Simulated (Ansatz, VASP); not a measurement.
One calculation of PbS, two programs

```
CELL_PARAMETERS angstrom
2.07995 -5.99130 0.00000
2.07995 5.99130 0.00000
0.00000 0.00000 4.27932
ATOMIC_POSITIONS crystal
Pb 0.86944 0.13056 0.75000
Pb 0.13056 0.86944 0.25000
S 0.64520 0.35480 0.75000
S 0.35480 0.64520 0.25000
```

Measurements of this composition are mostly on another form, of space group No. 225.

Alike in both runs: task single point; functional PBEsol; k mesh 5 × 5 × 5; no spin polarisation.

|  | VASP | Ansatz |
| --- | --- | --- |
| version | VASP 6.6.1 | Ansatz 0.2.0 |
| potentials or method | VASP PAW PBE potentials, release 64 (Pb_d, S) | plane waves, PAW |
| plane-wave cutoff (eV) | 520 | 517 |
| occupations | gaussian, width 0.01 eV | fixed |
| valence electrons in the cell | 40 | 40 |

|  | VASP | Ansatz | Ansatz less VASP |
| --- | --- | --- | --- |
| gap on the k mesh at the Fermi level (eV) | 1.13 | 1.13 | -0.002 |

Caveats: spin-orbit coupling is left out, which as a rule narrows the gap of such compounds by several tenths of an eV; an odd mesh through Γ misses points on the zone boundary, where band edges often lie.
